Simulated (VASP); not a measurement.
The system is K.

```xyz
1
Lattice="-2.6085 2.6085 2.6085 2.6085 -2.6085 2.6085 2.6085 2.6085 -2.6085" Properties=species:S:1:pos:R:3 pbc="T T T"
K     0.0000    0.0000    0.0000
```

Program: VASP 6.6.1. Alike in all runs: task single point; potentials or basis VASP PAW PBE potentials, release 64 (K_sv); no spin polarisation; cell as given; k mesh 12 × 12 × 12. Hardware: 1 thread of Intel(R) Xeon(R) 6975P-C (Granite Rapids), on a shared host.

**Question.** Order these runs on this cell by their wall time, lowest first.
A. level r2SCAN; cutoff (eV) 520; smearing gaussian 0.1 eV
B. level PBEsol; cutoff (eV) 900; smearing gaussian 0.1 eV
C. level PBEsol; cutoff (eV) 520; smearing gaussian 0.5 eV

**Answer.** C (13 s), B (32 s), A (100 s).
